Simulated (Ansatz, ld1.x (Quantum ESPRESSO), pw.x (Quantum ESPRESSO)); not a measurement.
vanadium (V): one change to the PAW potential, in the atom and in the fcc crystal

V, PAW, made with ld1.x (Quantum ESPRESSO) 7.5 (PBE, scalar-relativistic). Core [Ar], reference 3d4 4s1 4p0. Waves: 4s (bound): rcut 1.90, rcutus 2.65 bohr; 4s channel at 0.5 Ry: rcut 1.90, rcutus 2.65 bohr; 4p (bound, empty): rcut 2.30, rcutus 3.05 bohr; 4p channel at 0.55 Ry: rcut 2.30, rcutus 3.05 bohr; 3d (bound): rcut 1.35, rcutus 1.45 bohr; 3d channel at 2.15 Ry: rcut 1.35, rcutus 1.45 bohr. Local part: all-electron potential smoothed inside 2.85 bohr (lloc = -2). Core correction: none. Augmentation charge: BESSEL, radius 1.40 bohr.

Change: type TM; waves now 4s (bound): rc 2.65 bohr; 4p (bound): rc 3.05 bohr; 3d (bound): rc 1.45 bohr; local potential the d channel.

Cutoffs, loose and tight: the cutoffs (Ry, on a coarse ladder) from which the occupation-weighted sum of valence levels, in a spherical-Bessel basis at the reference potential, stays within 10 and 1 mRy of its value at 400 Ry. They do not see the model core or the augmentation charge, which bear on the density cutoff. Test errors are all-electron minus pseudo excitation energies from the reference, over the configurations 3d3 4s2 4p0; 3d3 4s1 4p0; 3d3 4s0 4p0; 3d2 4s0 4p0; 3d3 4s1 4p1; 3d3 4s0 4p2; 3d3 4s0 4p1; variants that change the core or the reference have their own tests.

Crystal test: fcc V in pw.x 7.5, no spin, 15³ k-points, Fermi–Dirac smearing 0.01 Ry, cutoffs set for each file from its atomic test. The reference is all-electron LAPW (Ansatz 0.2.0) with the same functional, mesh and smearing; V0 and B0 come from Birch–Murnaghan fits to the pressures at five volumes. Errors are pseudo minus all-electron; Δ is the rms difference of the E(V) curves that follow from these fits, minima aligned, over ±6 % about the mean V0. Mesh and smearing are coarse, so the numbers serve the comparison and aren't converged zero-temperature values; the lattice is a test structure that the element need not adopt.

All-electron: a0 = 3.820 Å (V0 = 13.94 Å³/atom), B0 = 173.4 GPa.

Does the change bring the crystal closer to the all-electron result?

The mean pressure error goes from +4.64 to -17.61 GPa, so the change moves the solid further from the all-electron pressures.

| quantity | base | changed |
| --- | --- | --- |
| outcome (atom) | generated | generated |
| cutoff, loose (atom) | 50 Ry | 90 Ry |
| cutoff, tight (atom) | 80 Ry | 110 Ry |
| bound ghosts (atom) | none | s, p |
| largest test error (meV) (atom) | -92 over the solved tests; 1 of 7 tests not solved or not reliable | +131 over the solved tests; 2 of 7 tests not solved or not reliable |
| cutoffs in pw.x (Ry) | 100/900 | 135/540 |
| a0 (Å) | 3.852 | – |
| a0 error (%) | +0.83 | – |
| B0 error (%) | +1.7 | – |
| Δ (meV/atom) | 13.5 | – |
| mean pressure error (GPa) | +4.64 | -17.61 |

A dash: not determined, or the minimum lies outside the volumes sampled.

Base: The largest radius (3.05 bohr) exceeds half the bond length (2.55 bohr), so the spheres overlap, which is one possible source of error among others. This is a poor potential for the solid. Atomic configuration tests: 1 of 7 tests not solved or not reliable. Changed file: The largest radius (3.05 bohr) exceeds half the bond length (2.55 bohr), so the spheres overlap, which is one possible source of error among others. This is a poor potential for the solid. The pseudo pressure rises with volume over the whole range, a mechanical instability. Note: ghost states, extra bound levels that the all-electron valence spectrum of the same l lacks: s at -210.7 eV, p at -85.5 eV. A true bound ghost makes a file unfit for plane-wave use. Atomic configuration tests: 2 of 7 tests not solved or not reliable. The atomic cutoffs weigh occupied waves only.
